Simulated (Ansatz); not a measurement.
**NbAs in Ansatz: convergence with xc grid**

The system is NbAs.

```xyz
4
Lattice="-1.7259 1.7259 5.8400 1.7259 -1.7259 5.8400 1.7259 1.7259 -5.8400" Properties=species:S:1:pos:R:3 pbc="T T T"
Nb    0.0091    1.7612   -0.0442
Nb    0.0269   -0.0027    8.7819
As    0.0417    1.6723    4.7763
As    0.0216   -0.0147    1.9139
```

The cell isn't the ideal one: atoms moved at random, drawn with an rms of 0.05 Å.

| Property | Result |
| --- | --- |
| Program | Ansatz 0.2.0 |
| Task | convergence study |
| Functional | PBE |
| Potentials or basis | Ansatz PAW |
| Cutoff | 420 eV (not typed: the program's choice for these potentials) |
| k mesh | 6 × 6 × 8 |
| Occupations | gaussian, width 0.05 eV |
| Spin | no spin polarisation |

These are the settings of the first run; the series varies xc grid, with any setting tied to it.

Hardware: 2 threads of Arm Neoverse V1 (shared host).

| xc grid | energy less the tightest run, at zero smearing (meV/atom) | SCF cycles | CPU time (s) | peak memory (GiB) |
| --- | --- | --- | --- | --- |
| 1 | 0.00 | 7 | 31 | 0.56 |
| 2 | 0.00 | 7 | 31 | 0.56 |
| 3 | 0.00 | 7 | 31 | 0.58 |
| 4 | 0.00 | 7 | 31 | 0.6 |
| 5 | 0.00 | 7 | 32 | 0.65 |

Against the tightest run, the energy stays within 1 meV/atom from 1 on. The tightest run that finished is the yardstick and may itself not be fully converged.
